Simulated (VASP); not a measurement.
Level of theory: PBE GGA, VASP's PBE PAW potentials (set 64) (plane waves; VASP).

Input for VASP

File KPOINTS:
```
Automatic mesh
0
gamma
9 9 9
0 0 0
```

### INCAR
```
! general
SYSTEM = CaF2
PREC   = Normal
ENCUT  = 450
LREAL  = .False.
LASPH  = .True.

! electronic loop
EDIFF  = 1E-5
NELM   = 100
NELMIN = 4
ALGO   = Fast

! smearing
ISMEAR = 0
SIGMA  = 0.05

! functional
GGA    = PE

! ions
IBRION = 2
NSW    = 20
ISIF   = 2
EDIFFG = -0.03

! output
LWAVE  = .False.
LCHARG = .False.
```

File POSCAR:
```
CaF2
1
   -0.0000000000     2.7602351717     2.7602351717
    2.7602351717    -0.0000000000     2.7602351717
    2.7602351717     2.7602351717     0.0000000000
Ca F
1 2
Direct
  0.0000000000   0.0000000000   0.0000000000
  0.2500000000   0.2500000000   0.2500000000
  0.7500000000   0.7500000000   0.7500000000
```

POTCAR, in this order: Ca_sv F (PBE.64 set). Program: vasp_std.

Output of the run:

File OUTCAR:
```
 ion  position               nearest neighbor table
   1  0.000  0.000  0.000-   3 2.39   3 2.39   3 2.39   2 2.39   3 2.39   2 2.39   2 2.39   2 2.39
  LATTYP: Found a face centered cubic cell.
 ALAT       =     5.5204703434
 Subroutine PRICEL returns:
 Original cell was already a primitive cell.
 Subroutine GETGRP returns: Found 48 space group operations
The static configuration has the point symmetry O_h .
The dynamic configuration has the point symmetry O_h .
 Subroutine INISYM returns: Found 48 space group operations
 Subroutine IBZKPT returns following result:
 Found     35 irreducible k-points:

 Following reciprocal coordinates:
            Coordinates               Weight
  0.000000  0.000000  0.000000      1.000000
  0.111111  0.000000  0.000000      8.000000
  0.222222  0.000000  0.000000      8.000000
  0.333333  0.000000  0.000000      8.000000
  0.444444  0.000000  0.000000      8.000000
  0.111111  0.111111  0.000000      6.000000
  0.222222  0.111111  0.000000     24.000000
  0.333333  0.111111  0.000000     24.000000
  0.444444  0.111111  0.000000     24.000000
 -0.444444  0.111111  0.000000     24.000000
 -0.333333  0.111111  0.000000     24.000000
 -0.222222  0.111111  0.000000     24.000000
 -0.111111  0.111111  0.000000     12.000000
  0.222222  0.222222  0.000000      6.000000
  0.333333  0.222222  0.000000     24.000000
  0.444444  0.222222  0.000000     24.000000
 -0.444444  0.222222  0.000000     24.000000
 -0.333333  0.222222  0.000000     24.000000
 -0.222222  0.222222  0.000000     12.000000
  0.333333  0.333333  0.000000      6.000000
  0.444444  0.333333  0.000000     24.000000
 -0.444444  0.333333  0.000000     24.000000
 -0.333333  0.333333  0.000000     12.000000
  0.444444  0.444444  0.000000      6.000000
 -0.444444  0.444444  0.000000     12.000000
  0.333333  0.222222  0.111111     24.000000
  0.444444  0.222222  0.111111     48.000000
 -0.444444  0.222222  0.111111     48.000000
  0.444444  0.333333  0.111111     24.000000
 -0.444444  0.333333  0.111111     48.000000
 -0.333333  0.333333  0.111111     48.000000
 -0.222222  0.333333  0.111111     24.000000
 -0.444444  0.444444  0.111111     24.000000
 -0.333333  0.444444  0.111111     24.000000
 -0.333333  0.444444  0.222222     24.000000
   k-points           NKPTS =     35   k-points in BZ     NKDIM =     35   number of bands    NBANDS=     16
   number of dos      NEDOS =    301   number of ions     NIONS =      3
   total plane-waves  NPLWV =   8000
   dimension x,y,z NGX =    20 NGY =   20 NGZ =   20
   dimension x,y,z NGXF=    40 NGYF=   40 NGZF=   40
   ions per type =               1   2
   PREC   = normal    normal or accurate (medium, high low for compatibility)
   ISTART =      0    job   : 0-new  1-cont  2-samecut
   ICHARG =      2    charge: 1-file 2-atom 10-const
   ISPIN  =      1    spin polarized calculation?
   LNONCOLLINEAR =      F non collinear calculations
   LSORBIT =      F    spin-orbit coupling
   INIWAV =      1    electr: 0-lowe 1-rand  2-diag
   ENCUT  =  450.0 eV  33.07 Ry    5.75 a.u.   6.75  6.75  6.75*2*pi/ulx,y,z
   NELM   =    100;   NELMIN=  4; NELMDL= -5     # of ELM steps
   EDIFF  = 0.1E-04   stopping-criterion for ELM
   LREAL  =      F    real-space projection
   NLSPLINE    = F    spline interpolate recip. space projectors
   LMAXMIX     =    2 max onsite mixed and CHGCAR
   VOSKOWN=      0    Vosko Wilk Nusair interpolation
   EDIFFG = -.3E-01   stopping-criterion for IOM
   NSW    =     20    number of steps for IOM
   NBLOCK =      1;   KBLOCK =     20    inner block; outer block
   IBRION =      2    ionic relax: 0-MD 1-quasi-New 2-CG
   NFREE  =      1    steps in history (QN), initial steepest desc. (CG)
...
```

OSZICAR:
```
       N       E                     dE             d eps       ncg     rms          rms(c)
DAV:   1     0.206465726644E+03    0.20647E+03   -0.12923E+04  1120   0.136E+03
DAV:   2    -0.106078460707E+02   -0.21707E+03   -0.21393E+03  1432   0.370E+02
DAV:   3    -0.183657425587E+02   -0.77579E+01   -0.77523E+01  1264   0.802E+01
DAV:   4    -0.186475852017E+02   -0.28184E+00   -0.28178E+00  1936   0.115E+01
DAV:   5    -0.186496131871E+02   -0.20280E-02   -0.20280E-02  1248   0.100E+00    0.796E+00
RMM:   6    -0.172895211423E+02    0.13601E+01   -0.59329E+00  1133   0.163E+01    0.302E+00
RMM:   7    -0.173266477792E+02   -0.37127E-01   -0.53901E-01  1221   0.464E+00    0.188E+00
RMM:   8    -0.173460914886E+02   -0.19444E-01   -0.13679E-01  1227   0.357E+00    0.398E-01
RMM:   9    -0.173488039751E+02   -0.27125E-02   -0.49981E-02  1354   0.118E+00    0.198E-01
RMM:  10    -0.173508708855E+02   -0.20669E-02   -0.18929E-02  1453   0.550E-01    0.196E-01
RMM:  11    -0.173524544386E+02   -0.15836E-02   -0.10252E-02  1340   0.540E-01    0.319E-01
RMM:  12    -0.173547172367E+02   -0.22628E-02   -0.11034E-02  1284   0.103E+00    0.491E-01
RMM:  13    -0.173539238699E+02    0.79337E-03   -0.41645E-03  1257   0.542E-01    0.226E-01
RMM:  14    -0.173537258774E+02    0.19799E-03   -0.18720E-03  1344   0.292E-01    0.514E-02
RMM:  15    -0.173538479487E+02   -0.12207E-03   -0.13069E-03  1369   0.197E-01    0.535E-02
RMM:  16    -0.173538230139E+02    0.24935E-04   -0.31407E-04  1275   0.120E-01    0.117E-02
RMM:  17    -0.173538353372E+02   -0.12323E-04   -0.14184E-04  1103   0.662E-02    0.933E-03
RMM:  18    -0.173538396741E+02   -0.43369E-05   -0.49917E-05   933   0.337E-02
   1 F= -.17353840E+02 E0= -.17353840E+02  d E =-.173538E+02
```

**OUTCAR**
```
------------------------ aborting loop because EDIFF is reached ----------------------------------------
  FORCE on cell =-STRESS in cart. coord.  units (eV):
  Direction    XX          YY          ZZ          XY          YZ          ZX
  --------------------------------------------------------------------------------------
  Total       -0.5560533     -0.5560533     -0.5560533      0.0000000      0.0000000     -0.0000000
  in kB      -21.1816014    -21.1816014    -21.1816014      0.0000000      0.0000000     -0.0000000
  external PRESSURE =     -21.1816014 kB  Pullay stress =       0.0000000 kB
  volume of cell :       42.06
      direct lattice vectors                 reciprocal lattice vectors
     0.000000000  2.760235172  2.760235172    -0.181143986  0.181143986  0.181143986
     2.760235172  0.000000000  2.760235172     0.181143986 -0.181143986  0.181143986
     2.760235172  2.760235172  0.000000000     0.181143986  0.181143986 -0.181143986
 POSITION                                       TOTAL-FORCE (eV/Angst)
 -----------------------------------------------------------------------------------
      0.00000      0.00000      0.00000        -0.000000      0.000000     -0.000000
      1.38012      1.38012      1.38012         0.000000     -0.000000      0.000000
      4.14035      4.14035      4.14035        -0.000000     -0.000000     -0.000000
 -----------------------------------------------------------------------------------
    total drift:                                0.000000     -0.000000      0.000000
  FREE ENERGIE OF THE ION-ELECTRON SYSTEM (eV)
  ---------------------------------------------------
  free  energy   TOTEN  =       -17.3538396741 eV

  energy  without entropy=      -17.3538396741  energy(sigma->0) =      -17.35383967

 reached required accuracy - stopping structural energy minimisation
```
(Selected blocks of OUTCAR.)

### OUTCAR
```
 val. band max:       -1.1596899280   @ k =  -0.4444   0.4444   0.0000

 cond. band min:       5.9564806546   @ k =   0.0000   0.0000   0.0000


 Fermi energy:        -0.9214246453

 k-point     1 :       0.0000    0.0000    0.0000
  band No.  band energies     occupation
      1     -37.3175      2.00000
      2     -20.9943      2.00000
      3     -20.2720      2.00000
      4     -18.2556      2.00000
      5     -18.2556      2.00000
      6     -18.2556      2.00000
      7      -3.1540      2.00000
      8      -3.1532      2.00000
      9      -3.1532      2.00000
     10      -1.3952      2.00000
     11      -1.3942      2.00000
     12      -1.3942      2.00000
     13       5.9565      0.00000
     14       7.9036      0.00000
     15       7.9036      0.00000
     16       9.8404      0.00000

 k-point     2 :       0.1111    0.0000    0.0000
  band No.  band energies     occupation
      1     -37.3142      2.00000
      2     -21.0240      2.00000
      3     -20.2968      2.00000
      4     -18.2598      2.00000
      5     -18.2598      2.00000
      6     -18.2036      2.00000
      7      -3.1002      2.00000
      8      -3.0996      2.00000
      9      -3.0582      2.00000
     10      -1.5335      2.00000
     11      -1.4493      2.00000
     12      -1.4484      2.00000
     13       6.2715      0.00000
     14       7.9272      0.00000
     15       7.9272      0.00000
     16       9.7304      0.00000

 k-point     3 :       0.2222    0.0000    0.0000
  band No.  band energies     occupation
      1     -37.3060      2.00000
      2     -21.0809      2.00000
      3     -20.3900      2.00000
      4     -18.2705      2.00000
      5     -18.2705      2.00000
      6     -18.0679      2.00000
      7      -2.9570      2.00000
      8      -2.9563      2.00000
      9      -2.8227      2.00000
     10      -1.8490      2.00000
     11      -1.5926      2.00000
     12      -1.5917      2.00000
     13       7.0345      0.00000
...
```

At this cut-off the stress carries a Pulay error, which pulls relaxed volumes low.

The compound is CaF2 in the fluorite structure. It was relaxed first.
